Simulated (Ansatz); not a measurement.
Point defect: Ta on a C site in TaC

Theory: Ansatz 0.2.0, DFT PBE, scalar-relativistic, plane waves, PAW. Settings: 420 eV cutoff, 5×5×5 k-mesh, Gaussian smearing of 0.10 eV, no spin polarisation.

Host crystal, relaxed:

```
CELL_PARAMETERS angstrom
0.00000 2.23770 2.23770
2.23770 0.00000 2.23770
2.23770 2.23770 0.00000
ATOMIC_POSITIONS crystal
Ta 0.00000 0.00000 0.00000
C 0.50000 0.50000 0.50000
```

Supercell of 16 atoms, rows in host cell vectors: 0 -2 2; 0 0 2; -2 0 2. Atoms relax at the host's cell, keeping the symmetry that the supercell leaves at the site. The cell is small, so energies carry finite-size errors of tenths of an eV. The host is a metal. Atoms are taken from and returned to the elements' standard states.

Spin-orbit coupling is left out, which matters for the bands and energies of heavy elements.

Defect: Ta on a C site at (0.500, 0.500, 0.500) of the host cell.

(1) What is the formation energy of the neutral defect?

(2) Does the neutral defect carry a moment, and how do its surroundings relax?

Answers

(1) 12.89 eV.

(2) The neutral run had no spin polarisation, so a moment wasn't tested. The nearest neighbours before are 6 Ta at 2.24 Å; after relaxation the atoms near the site are 6 Ta at 2.43 Å; the largest move is 0.19 Å.

Cost: 2 runs of about 0.82 core-minutes in all, on Intel Xeon Platinum 8175M (Skylake/Cascade Lake) (shared hosts).